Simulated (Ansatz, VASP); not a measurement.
Two plane-wave programs on TiAl

The input INCAR:

```
ALGO = Normal ; EDIFF = 1E-7
ENCUT = 520 ; ISIF = 2
ISMEAR = -1 ; LASPH = T
LCHARG = T ; LELF = T
LREAL = F ; LVHAR = T
LWAVE = F ; NBANDS = 14
NELM = 80 ; PREC = Accurate
SIGMA = 0.01
```

KPOINTS

```
k-points
0
Gamma
  7 7 7
```

Contents of POSCAR:

```
TiAl
1.0
    3.0180000000      0.0000000000      0.0000000000
    0.0000000000      3.0180000000      0.0000000000
    0.0000000000      0.0000000000      3.0180000000
Ti Al
1 1
Direct
    0.5351100000      0.5297500000      0.5573469052
    0.9777300000      0.0191900000      0.9644800000
```

Input for Ansatz:

```yaml
crystal:
  lattice:
    - [3.018, 0.0, 0.0]
    - [0.0, 3.018, 0.0]
    - [0.0, 0.0, 3.018]
  atoms:
    - { symbol: Ti, position: [0.53511, 0.52975, 0.5573469052352551] }
    - { symbol: Al, position: [0.97773, 0.01919, 0.96448] }
basis:
  ecutwfc: 540.0
  xc_grid: 2
kpoints:
  mp_grid:
    grid: [7, 7, 7]
hamiltonian:
  xc: lda
scf:
  convergence:
    dr2_threshold: 1.0e-09
  occupations:
    method: fermi_dirac
    width: 0.01
  initial_density:
    normalization: atom
output:
  forces: true
  stress: true
```

Alike in both runs: task single point; functional LDA; k mesh 7 × 7 × 7; occupations fermi-dirac, width 0.01 eV; no spin polarisation.

|  | VASP | Ansatz |
| --- | --- | --- |
| version | VASP 6.6.1 | Ansatz 0.2.0 |
| potentials or method | VASP PAW LDA potentials, release 64 (Ti_sv, Al) | plane waves, PAW |
| plane-wave cutoff (eV) | 520 | 540 |
| valence electrons in the cell | 15 | 15 |

|  | VASP | Ansatz | Ansatz less VASP |
| --- | --- | --- | --- |
| pressure (GPa) | 22.4 | 22.2 | -0.19 |
| largest component of the traceless stress (GPa) | 6.12 | 6.09 | -0.029 |
| rms of the force components (eV/Å) | 1.942 | 1.934 | -0.0082 |

Atom by atom the forces differ by 0.008 eV/Å (rms over components). Ansatz warned: «stress_scf_threshold_loose».

Caveats: so large a pressure means that the cell lies far from this level's equilibrium, or that cutoff or potentials fall short (VASP); forces of over 1 eV/Å show positions far from the minimum, so gaps and moduli don't describe the material at rest.
